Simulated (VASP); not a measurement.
# AlNi: kinetic-energy density

AlNi, Pm-3m (no. 221), 2 atoms in the cell. PBE; PAW potentials Ni, Al (PBE set).

## Input

INCAR:
```
PREC = Accurate
ENCUT = 520
EDIFF = 1E-7
ISMEAR = 1
SIGMA = 0.1
LREAL = False
LASPH = True
ALGO = Normal
NELM = 100
ISIF = 2
LWAVE = False
LCHARG = True
ISPIN = 2
MAGMOM = 1 0
LORBIT = 11
LMAXMIX = 4
LTAU = True
```

KPOINTS:
```
k-points
0
Gamma
  8 8 8
```

POSCAR:
```
AlNi
1.0
    2.8810000000      0.0000000000      0.0000000000
    0.0000000000      2.8810000000      0.0000000000
    0.0000000000      0.0000000000      2.8810000000
Ni Al
1 1
Direct
    0.5000000000      0.5000000000      0.5000000000
    0.0000000000      0.0000000000      0.0000000000
```

Commands:
```
cat potpaw_PBE.64/Ni/POTCAR potpaw_PBE.64/Al/POTCAR > POTCAR
mpirun -np 1 vasp_std > vasp.out
```

## Result

- Kinetic energy of the pseudo orbitals (eV): 72.33

VASP 6.6.1 took 14 s on 1 core (Intel Xeon Platinum 8488C (Sapphire Rapids)), a shared host.
